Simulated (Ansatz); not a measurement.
**SiO₂: ¹⁷O NMR of the central transition**

Cell: a Materials Project structure (computed, not necessarily an observed phase).

Space group P-4n2 (No. 118); a = 6.8576, c = 7.0331 Å.

```csv
site,Wyckoff,site symmetry,x,y,z
Si,8i,1,0.2058,0.4510,0.9492
O9,8i,1,0.1569,0.8180,0.5832
O12,4h,2..,0.0000,0.5000,0.0503
O13,4g,..2,0.1608,0.3392,0.7500
```

One atom of each set is listed.

All values are calculated (Ansatz; DFT, PBE, plane waves and PAW (field gradients read without the response of the frozen cores, which leaves them typically 4 to 6 % off), scalar-relativistic, 420 eV cutoff, Γ-centred 4×4×3 k-points, Fermi–Dirac smearing 0.02 eV), not measured.

¹⁷O has I = 5/2 and Q = -25.58 mb (Pyykkö 2018); at 18.8 T its Larmor frequency is ν₀ = 108.6 MHz. Only the quadrupole interaction is simulated: positions count from each site's isotropic chemical shift, and J coupling is left out, as are shift anisotropy and dipolar coupling, which fast spinning averages.

**Question.** What does the ¹⁷O spectrum (fast magic-angle spinning) show for each site?

**Answer.** 

```csv
site,first shell,C_Q (MHz),η,P_Q (MHz),δ_QIS (ppm),breadth (kHz)
O9,"2 Si at 1.61–1.62 Å, angle 134°",-5.83,0.33,5.93,-17.9,4.47
O12,"2 Si at 1.62 Å, angle 128°",-5.53,0.37,5.65,-16.2,4.07
O13,"2 Si at 1.63 Å, angle 157°",-6.48,0.05,6.48,-21.4,5.05
```

δ_QIS = −(ν_Q²/30ν₀²)[I(I+1) − 3/4](1 + η²/3) × 10⁶ ppm with ν_Q = 3|C_Q|/[2I(2I−1)]; it falls as 1/B₀² in ppm, and the breadth as 1/B₀ in kHz.

At O9 and O12 V_zz runs parallel to the line that joins its two neighbours (within 3°) in each case. At O13 V_zz points along the line of its two bonds (within 3°).

At this cell the principal stresses reach 5 GPa in size with PBE, which can matter for small gradients. The largest force is 0.4 eV/Å, so the atoms aren't at the calculated equilibrium and relaxing them would move these values.
